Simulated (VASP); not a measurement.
A run of VASP 6.6.1 is set up as follows.

The input INCAR:

```
PREC = Accurate
ENCUT = 900
EDIFF = 1E-8
ISMEAR = 0
SIGMA = 0.02
LREAL = F
LASPH = T
NELM = 100
ALGO = Normal
ISIF = 2
LWAVE = F
LCHARG = F
GGA = CA
ADDGRID = F
```

KPOINTS

```
Automatic mesh
0
Gamma
  6 6 6
```

File POSCAR:

```
LiHF2
1.0
    1.4669835874      0.8469633691      4.3666887241
   -1.4669835874      0.8469633691      4.3666887241
    0.0000000000     -1.6939267382      4.3666887241
F Li H
2 1 1
Direct
    0.5866981200      0.5866981200      0.5866981200
    0.4133018800      0.4133018800      0.4133018800
    0.0000000000      0.0000000000      0.0000000000
    0.5000000000      0.5000000000      0.5000000000
```

Potentials or basis: VASP PAW LDA potentials, release 64 (F, Li_sv, H).

Run with:

```sh
$ cat potpaw_LDA.64/F/POTCAR potpaw_LDA.64/Li_sv/POTCAR potpaw_LDA.64/H/POTCAR > POTCAR
$ mpirun -np 1 vasp_std > vasp.out
```

(1) What does it give for the band gap on the k mesh?

(2) Estimate the pressure.

(3) Predict the largest force.

## Answers

(1) 8.05 eV, indirect (least direct gap 8.26 eV).

(2) -1.8 GPa.

(3) 0.272 eV/Å.
